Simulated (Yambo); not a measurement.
# AlN (P6_3mc) in Yambo: a series of runs

The runs below take AlN through G0W0 quasiparticle levels, optical spectrum, with PBEsol.

Program: Yambo 5.3.0. These are calculated values, not measurements. Logs are shortened: lines on timing, memory, paths and dates and some standing lists are left out, and cuts for length are marked.

## Step 1: The undisturbed crystal

Symmetry: P6_3mc, No. 186, hexagonal system. Conventional cell: a = 3.113 Å, b = 3.113 Å, c = 4.981 Å, α = 90.00°, β = 90.00°, γ = 120.00°. Al (site symmetry 3m) has 4 N at 1.89 Å as nearest neighbours. Around N (site symmetry 3m) lie 4 Al at 1.89 Å.

## Step 2: G0W0 quasiparticle levels, PBEsol (cell squeezed)

g0w00.in reads:

```
gw0
dyson
el_el_corr
rim_cut
HF_and_locXC
ppa
em1d
RandQpts= 1000000
RandGvec= 50 RL
EXXRLvcs= 84 Ry
VXCRLvcs= 84 Ry
Chimod= "HARTREE"
% BndsRnXp
 1 | 158 |
%
NGsBlkXp= 12 Ry
% LongDrXp
 1 | 1 | 1 |
%
PPAPntXp= 27.21138 eV
% GbndRnge
 1 | 158 |
%
GTermKind= "BG"
DysSolver= "n"
ExtendOut
% QPkrange
 1 | 1 | 7 | 10 |
 7 | 7 | 7 | 10 |
%
```

scf.in reads:

```
&CONTROL
  calculation = 'scf'
  prefix = 'pwscf'
  outdir = './tmp'
  pseudo_dir = './pseudo'
/
&SYSTEM
  ibrav = 0
  nat = 4
  ntyp = 2
  ecutwfc = 84
  nbnd = 14
  occupations = 'smearing'
  smearing = 'fd'
  degauss = 0.00367493
  force_symmorphic = .true.
/
&ELECTRONS
  conv_thr = 8d-10
  electron_maxstep = 120
  mixing_beta = 0.5
/
ATOMIC_SPECIES
Al    26.9815 Al.upf
N     14.0070 N.upf
CELL_PARAMETERS angstrom
   2.9831380030    0.0000000000    0.0000000000
  -1.4915690015    2.5834732936    0.0000000000
   0.0000000000    0.0000000000    4.7732124616
ATOMIC_POSITIONS crystal
Al     0.6666666667    0.3333333333    0.5000000000
Al     0.3333333333    0.6666666667    0.0000000000
N      0.6666666667    0.3333333333    0.8800000000
N      0.3333333333    0.6666666667    0.3800000000
K_POINTS automatic
12 12 6 0 0 0
```

nscf.in reads:

```
&CONTROL
  calculation = 'nscf'
  prefix = 'pwscf'
  outdir = './tmp'
  pseudo_dir = './pseudo'
/
&SYSTEM
  ibrav = 0
  nat = 4
  ntyp = 2
  ecutwfc = 84
  nbnd = 158
  occupations = 'fixed'
  force_symmorphic = .true.
/
&ELECTRONS
  conv_thr = 1d-08
  diago_full_acc = .true.
  diago_thr_init = 1d-06
/
ATOMIC_SPECIES
Al    26.9815 Al.upf
N     14.0070 N.upf
CELL_PARAMETERS angstrom
   2.9831380030    0.0000000000    0.0000000000
  -1.4915690015    2.5834732936    0.0000000000
   0.0000000000    0.0000000000    4.7732124616
ATOMIC_POSITIONS crystal
Al     0.6666666667    0.3333333333    0.5000000000
Al     0.3333333333    0.6666666667    0.0000000000
N      0.6666666667    0.3333333333    0.8800000000
N      0.3333333333    0.6666666667    0.3800000000
K_POINTS automatic
3 3 4 0 0 0
```

Potentials or basis: PseudoDojo 0.4.1 SR PBEsol standard.

The run is started by

```console
$ OMP_NUM_THREADS=1 pw.x -in scf.in > scf.out
$ OMP_NUM_THREADS=1 pw.x -in nscf.in > nscf.out
$ cd tmp/pwscf.save; p2y; mv SAVE ../..; cd ../..
$ OMP_NUM_THREADS=1 yambo
$ OMP_NUM_THREADS=1 yambo -F g0w00.in -J g0w00 -C g0w00_out
```

Yambo's report:

```text
[... sections 02.01 to 02.04 as in the set-up run ...]

  [02.05] Energies & Occupations
  ==============================

  [X] === General ===
  [X] Electronic Temperature                        :  0.000000  0.000000 [eV K]
  [X] Bosonic    Temperature                        :  0.000000  0.000000 [eV K]
  [X] Finite Temperature mode                       : no
  [X] El. density                                   :  0.43494E+24 [cm-3]
  [X] Fermi Level                                   :  8.439636 [eV]

  [X] === Gaps and Widths ===
  [X] Conduction Band Min                           :  4.944941 [eV]
  [X] Valence Band Max                              :  0.000000 [eV]
  [X] Filled Bands                                  :   8
  [X] Empty Bands                                   :    9  158
  [X] Direct Gap                                    :  5.295083 [eV]
  [X] Direct Gap localized at k                     :  1
  [X] Indirect Gap                                  :  4.944941 [eV]
  [X] Indirect Gap between kpts                     :   1   7
  [X] Last valence band width                       :  2.600447 [eV]
  [X] 1st conduction band width                     :  2.790200 [eV]

 [03] Transferred momenta grid and indexing
 ==========================================

 IBZ Q-points                                      :  10
 BZ  Q-points                                      :   36

 K/Q-points units:
 rlu = crystal or reduced units; cc = cartesian coordinates; iku = interal k-units

 Q [ 1]         [rlu]:  0.000000  0.000000  0.000000
 Q [ 2]         [rlu]:  0.000000  0.000000  0.250000
 Q [ 3]         [rlu]:  0.000000  0.000000 -0.500000
 Q [ 4]         [rlu]:  0.80268E-17  0.33333       0.0000
 Q [ 5]         [rlu]:  0.80268E-17  0.33333      0.25000
 Q [ 6]         [rlu]:  0.80268E-17  0.33333     -0.50000
 Q [ 7]         [rlu]:  0.333333  0.333333  0.000000
 Q [ 8]         [rlu]:  0.333333  0.333333  0.250000
 Q [ 9]         [rlu]:  0.333333  0.333333 -0.500000
 Q [10]         [rlu]: -0.80268E-17 -0.33333      0.25000

 [04] Coloumb potential Random Integration (RIM)
 ===============================================

  [04.01] RIM initialization
  ==========================

  * Diagonal components only detected *

  8 x (sBL volume)        :  0.222046 [a.u.]
  sBZ random points       :  1000000
  Points outside the sBZ  :   7980387
  RL volume               :  0.999206 [a.u.]
  Integrated volume       :  1.001661 [a.u.]

  [04.02] RIM integrals
  =====================

  Gamma point sphere radius             :  0.109841 [a.u.]
  Points outside the sphere             :   812054
[... 140 lines left out ...]

 [WARNING] Response block size in GW reduced to 183     RL (6039    mHa)

  [08.01] G0W0 (W PPA)
  ====================

  [  GW  ] Bands range     :    1  158
  [GW/PPA] G damping       :  0.100000 [eV]

  QP @ state[ 1 ] K range:  1  1
  QP @ state[ 1 ] b range:   7  10
  QP @ state[ 2 ] K range:   7   7
  QP @ state[ 2 ] b range:   7  10
[... 27 lines left out ...]
   :: Time ordering fails/rest    :  0.500244
   :: Mean rel dev of PP cond     :  0.328051
   Current Q-pt index             :   8
   :: PP condition fails/total    :  0.333303
   :: Time ordering fails/rest    :  0.499843
   :: Mean rel dev of PP cond     :  0.333310
   Current Q-pt index             :   9
   :: PP condition fails/total    :  0.333901
   :: Time ordering fails/rest    :  0.500112
   :: Mean rel dev of PP cond     :  0.333909
   Current Q-pt index             :  10
   :: PP condition fails/total    :  0.345427
   :: Time ordering fails/rest    :  0.500388
   :: Mean rel dev of PP cond     :  0.345427

  [08.02] QP properties and I/O
  =============================

  Legend (energies in eV)
  - B  : Band       - Eo  : bare energy
  - E  : QP energy  - Z   : Renormalization factor
  - So : Sc(Eo)     - S   : Sc(E)
  - dSp: Sc derivative precision

  - lXC: Local XC (Perdew, Burke & Ernzerhof SOL(X)+Perdew, Burke & Ernzerhof SOL(C))
  -nlXC: non-Local XC (Hartree-Fock)

  QP [eV] @ K [1] (iku):  0.000000  0.000000  0.000000
   B=7 Eo= -0.21 E= -1.34 E-Eo= -1.13 Re(Z)=0.80 Im(Z)=-0.107246E-2 nlXC= -21.6714 lXC= -17.1561 So=  3.10173
   B=8 Eo=  0.00 E= -1.05 E-Eo= -1.05 Re(Z)=0.80 Im(Z)=-0.105061E-2 nlXC= -21.4317 lXC= -17.2675 So=  2.84840
   B=9 Eo=  5.30 E=  5.96 E-Eo=  0.67 Re(Z)=0.82 Im(Z)=-0.961032E-3 nlXC= -8.06596 lXC= -13.0815 So= -4.20625
   B=10 Eo=  7.70 E=  8.47 E-Eo=  0.77 Re(Z)=0.83 Im(Z)=-0.871367E-3 nlXC= -5.96230 lXC= -11.4972 So= -4.60825

  QP [eV] @ K [7] (iku):  0.333333  0.500000  0.000000
   B=7 Eo= -2.60 E= -3.96 E-Eo= -1.36 Re(Z)=0.80 Im(Z)=-0.126067E-2 nlXC= -20.2465 lXC= -15.2504 So=  3.29374
   B=8 Eo= -2.60 E= -3.96 E-Eo= -1.36 Re(Z)=0.80 Im(Z)=-0.126630E-2 nlXC= -20.2465 lXC= -15.2522 So=  3.29375
   B=9 Eo=  4.94 E=  5.52 E-Eo=  0.58 Re(Z)=0.85 Im(Z)=-0.901570E-3 nlXC= -4.41252 lXC= -9.27617 So= -4.17931
   B=10 Eo=  8.85 E=  9.87 E-Eo=  1.03 Re(Z)=0.83 Im(Z)=-0.729871E-2 nlXC= -7.52235 lXC= -13.3781 So= -4.61543

  [WR./g0w00//ndb.QP]-------------------------------------------------------------
   Lattice constants                                :  5.637314  4.882057  9.020064
   Coulomb cutoff potential                         : none
   Electronic Temperature                           :  0.000000 [K]
   Bosonic    Temperature                           :  0.000000 [K]
   Green`s function   energies                      : Perdew, Burke & Ernzerhof SOL(X)+Perdew, Burke & Ernzerhof SOL(C)
   wavefunctions                                    : Perdew, Burke & Ernzerhof SOL(X)+Perdew, Burke & Ernzerhof SOL(C)
   PPA    diel. fun.  energies                      : Perdew, Burke & Ernzerhof SOL(X)+Perdew, Burke & Ernzerhof SOL(C)
   wavefunctions                                    : Perdew, Burke & Ernzerhof SOL(X)+Perdew, Burke & Ernzerhof SOL(C)
   QP tot states                                    :   8
   GW solver                                        : Newton
   GW approximation                                 : PPA
   PPA imaginary Energy                             :  27.21138 ev
   RIM G`s                                          :   55
   RIM random pts                                   :  1000000
   dS/dw steps                                      :  2
   dS/dw step                                       :  0.100000 ev
   X G`s                                            :  183 used
   X G`s                                            :  183 disk
   X bands                                          :    1  158
   X poles                                          :  100.0000 o/o
   X e/h E range                                    : -1.000000 -1.000000 ev
   X Hxc Kernel                                     : HARTREE
   X BZ energy Double Grid                          : no
   X Optical Averaged directions                    : none
   Sc/G bands                                       :    1  158
   Sc/G damping                                     :  0.100000 ev
   Sc bands terminator                              : yes
   Sc terminator kind                               : BG
   Sc Terminator pole                               :  40.81708
   Sx RL components                                 :   3273

   QP @ state[ 1 ] K range                          :  1  1
   QP @ state[ 1 ] b range                          :   7  10
   QP @ state[ 2 ] K range                          :   7   7
   QP @ state[ 2 ] b range                          :   7  10
   GF energies kind                                 : Perdew, Burke & Ernzerhof SOL(X)+Perdew, Burke & Ernzerhof SOL(C)
   GF WF`s kind                                     : Perdew, Burke & Ernzerhof SOL(X)+Perdew, Burke & Ernzerhof SOL(C)
   Xs energies kind                                 : Perdew, Burke & Ernzerhof SOL(X)+Perdew, Burke & Ernzerhof SOL(C)
   Xs WF`s kind                                     : Perdew, Burke & Ernzerhof SOL(X)+Perdew, Burke & Ernzerhof SOL(C)
```

o-g0w00.qp:

```text
# GW solver                                       : Newton
# GW approximation                                : PPA
# PPA imaginary Energy                            :   27.2113800    [ev]
[... 39 lines left out ...]
         7                  9                 4.944941           5.523933           0.578993          -9.276165          -4.412522          -4.179312          -4.284651          -4.949940           0.846089          -0.901570E-3       -12.45630           52.84168
         7                 10                 8.845124           9.871311           1.026187          -13.37807          -7.522348          -4.615427          -4.829534          -5.670591           0.827483          -0.007299          -24.31384           27.07150
#
```

Run time: 5.2 min. Hardware: 1 thread of Arm Neoverse V1, shared host; peak memory 0.49 GiB.

What came out:

```yaml
Band_gap_on_the_k_mesh_mean-field_level: 4.94 eV, indirect (least direct gap 5.30 eV)
Quasiparticle_gap: 6.58 eV
Least_direct_quasiparticle_gap: 7.02 eV
Quasiparticle_gap_at_Γ: 7.02 eV
Band_gap_of_the_same_states_before_the_correction: 4.94 eV
```

Quasiparticle terms (eV):
```tsv
k point	band	Kohn-Sham level	Vxc	Σx	Σc	Z	result
(0.000, 0.000, 0.000)	7	-0.21	-17.16	-21.67	3.10	0.80	-1.34
(0.000, 0.000, 0.000)	8	0.00	-17.27	-21.43	2.85	0.80	-1.05
(0.000, 0.000, 0.000)	9	5.30	-13.08	-8.07	-4.21	0.82	5.96
(0.000, 0.000, 0.000)	10	7.70	-11.50	-5.96	-4.61	0.83	8.47
(0.333, 0.333, 0.000)	7	-2.60	-15.25	-20.25	3.29	0.80	-3.96
(0.333, 0.333, 0.000)	8	-2.60	-15.25	-20.25	3.29	0.80	-3.96
(0.333, 0.333, 0.000)	9	4.94	-9.28	-4.41	-4.18	0.85	5.52
(0.333, 0.333, 0.000)	10	8.85	-13.38	-7.52	-4.62	0.83	9.87
```

Caveat: the k mesh is coarse (spacing up to 0.81 Å⁻¹), so the values aren't converged; this version prints the column dSc/dw multiplied by 27.2; the terminator is approximate in this version, by hundredths of an eV; an odd mesh through Γ misses points on the zone boundary, where band edges often lie.

## Step 3: Optical spectrum, PBEsol (cell squeezed)

optics1.in reads:

```
optics
chi
Chimod= "HARTREE"
% BndsRnXd
 1 | 33 |
%
NGsBlkXd= 3 Ry
% LongDrXd
 1 | 0 | 0 |
%
% QpntsRXd
 1 | 1 |
%
% EnRngeXd
 0 | 20 | eV
%
% DmRngeXd
 0.1 | 0.1 | eV
%
ETStpsXd= 200
```

scf.in is that of step 2.

nscf.in is that of step 2.

Potentials or basis: PseudoDojo 0.4.1 SR PBEsol standard.

The run is started by

```console
$ OMP_NUM_THREADS=1 pw.x -in scf.in > scf.out
$ OMP_NUM_THREADS=1 pw.x -in nscf.in > nscf.out
$ cd tmp/pwscf.save; p2y; mv SAVE ../..; cd ../..
$ OMP_NUM_THREADS=1 yambo
$ OMP_NUM_THREADS=1 yambo -F optics1.in -J optics1 -C optics1_out
```

Yambo's report:

```text
[... sections 02.01 to 02.04 as in the set-up run ...]

  [02.05] Energies & Occupations
  ==============================

  [X] === General ===
  [X] Electronic Temperature                        :  0.000000  0.000000 [eV K]
  [X] Bosonic    Temperature                        :  0.000000  0.000000 [eV K]
  [X] Finite Temperature mode                       : no
  [X] El. density                                   :  0.43494E+24 [cm-3]
  [X] Fermi Level                                   :  8.439636 [eV]

  [X] === Gaps and Widths ===
  [X] Conduction Band Min                           :  4.944941 [eV]
  [X] Valence Band Max                              :  0.000000 [eV]
  [X] Filled Bands                                  :   8
  [X] Empty Bands                                   :    9  158
  [X] Direct Gap                                    :  5.295083 [eV]
  [X] Direct Gap localized at k                     :  1
  [X] Indirect Gap                                  :  4.944941 [eV]
  [X] Indirect Gap between kpts                     :   1   7
  [X] Last valence band width                       :  2.600447 [eV]
  [X] 1st conduction band width                     :  2.790200 [eV]

 [03] Transferred momenta grid and indexing
 ==========================================

 IBZ Q-points                                      :  10
 BZ  Q-points                                      :   36

 K/Q-points units:
 rlu = crystal or reduced units; cc = cartesian coordinates; iku = interal k-units

 Q [ 1]         [rlu]:  0.000000  0.000000  0.000000
 Q [ 2]         [rlu]:  0.000000  0.000000  0.250000
 Q [ 3]         [rlu]:  0.000000  0.000000 -0.500000
 Q [ 4]         [rlu]:  0.80268E-17  0.33333       0.0000
 Q [ 5]         [rlu]:  0.80268E-17  0.33333      0.25000
 Q [ 6]         [rlu]:  0.80268E-17  0.33333     -0.50000
 Q [ 7]         [rlu]:  0.333333  0.333333  0.000000
 Q [ 8]         [rlu]:  0.333333  0.333333  0.250000
 Q [ 9]         [rlu]:  0.333333  0.333333 -0.500000
 Q [10]         [rlu]: -0.80268E-17 -0.33333      0.25000

 [WARNING] [Xd] User bands 1-33 break level degeneracy

 [04] Dipoles
 ============

  [04.01] Setup: observables and procedures
  =========================================

  [WARNING] [x,Vnl] slows the Dipoles computation. To neglect it rename the ns.kb_pp file
  [WF-Oscillators/G space/Transverse up loader] Normalization (few states)  min/max  :  0.39536E-16   1.0000

  [WR./optics1//ndb.dipoles]------------------------------------------------------
   Brillouin Zone Q/K grids (IBZ/BZ)                :   10   36   10   36
   RL vectors                                       :   4091 [WF]
   Fragmentation                                    : yes
   Electronic Temperature                           :  0.000000 [K]
   Bosonic    Temperature                           :  0.000000 [K]
   DIP band range                                   :    1   33
   DIP band range limits                            :   8   9
   DIP e/h energy range                             : -1.000000 -1.000000 [eV]
   RL vectors in the sum                            :   4091
   [r,Vnl] included                                 : yes
   Bands ordered                                    : yes
   Direct v evaluation                              : no
   Approach used                                    : G-space v
   Dipoles computed                                 : R V P [G-space]
   Wavefunctions                                    : Perdew, Burke & Ernzerhof SOL(X)+Perdew, Burke & Ernzerhof SOL(C)

  [WARNING] [r,Vnl^pseudo] included in position and velocity dipoles.

  [WARNING] In case H contains other non local terms, these are neglected

 [05] Optics
 ===========

 [X-CG] R(p) Tot o/o(of R):    910   7200    100
```

o-optics1.eps_q1_inv_rpa_dyson:

```text
# Absorption @ Q(1):   1.00000000      0.00000000      0.00000000    [q->0 direction]
#
# [ X ] Hartree size                              :   35
# [GEN] GF Energies                               : Perdew, Burke & Ernzerhof SOL(X)+Perdew, Burke & Ernzerhof SOL(C)
# [GEN] Green`s Function                          : T-ordered
#
# [GEN] Gauge                                     : Length
# [GEN] [r,Vnl] included                          : yes
#
#    E[1] [eV]          Im(eps)            Re(eps)            Im(eps_o)          Re(eps_o)
#
        0.000000           0.043847           5.029405           0.048149           5.332322
        0.100503           0.043868           5.029950           0.048172           5.332905
        0.201005           0.043931           5.031585           0.048238           5.334657
        0.301508           0.044036           5.034313           0.048350           5.337579
        0.402010           0.044184           5.038142           0.048507           5.341679
        0.502513           0.044374           5.043077           0.048710           5.346965
[... 192 lines left out ...]
        19.89950           0.454966          -0.826540           0.372493          -0.763470
        20.00000           0.460014          -0.625210           0.400614          -0.611426
#
```

It took 2.1 min on 1 thread of Arm Neoverse V1, shared host; peak memory 0.28 GiB.

What came out:

```yaml
Band_gap_on_the_k_mesh_mean-field_level: 4.94 eV, indirect (least direct gap 5.30 eV)
Electronic_dielectric_constant_along_the_field: 5.03
Electronic_dielectric_constant_along_the_field_independent_particles: 5.33
```

Dielectric function (along the field direction of the input):
| energy (eV) | real part | imaginary part |
| --- | --- | --- |
| 0.30 | 5.03 | 0.04 |
| 0.90 | 5.07 | 0.05 |
| 1.61 | 5.18 | 0.05 |
| 2.31 | 5.35 | 0.06 |
| 3.02 | 5.61 | 0.07 |
| 3.62 | 5.96 | 0.09 |
| 4.32 | 6.59 | 0.14 |
| 5.03 | 7.92 | 0.35 |
| 5.73 | 6.72 | 1.21 |
| 6.33 | 12.12 | 2.12 |
| 7.04 | 5.38 | 4.01 |
| 7.74 | 5.63 | 18.43 |
| 8.44 | 6.72 | 5.56 |
| 9.05 | -7.85 | 5.14 |
| 9.75 | -4.44 | 1.93 |
| 10.45 | 1.15 | 3.09 |
| 11.16 | 1.42 | 1.16 |
| 11.76 | 6.09 | 8.11 |
| 12.46 | 0.54 | 1.94 |
| 13.17 | -1.93 | 7.48 |
| 13.87 | -4.48 | 4.02 |
| 14.47 | -0.55 | 3.71 |
| 15.18 | -0.67 | 1.03 |
| 15.88 | -1.08 | 2.52 |
| 16.58 | -1.20 | 0.65 |
| 17.19 | -0.37 | 1.74 |
| 17.89 | -0.31 | 1.43 |
| 18.59 | 0.11 | 1.12 |
| 19.30 | -1.54 | 1.45 |
| 20.00 | -0.63 | 0.46 |

Caveat: the k mesh is coarse (spacing up to 0.81 Å⁻¹), so the values aren't converged; spectra need much finer meshes, so this one isn't converged; these spectra lack excitons; an odd mesh through Γ misses points on the zone boundary, where band edges often lie.
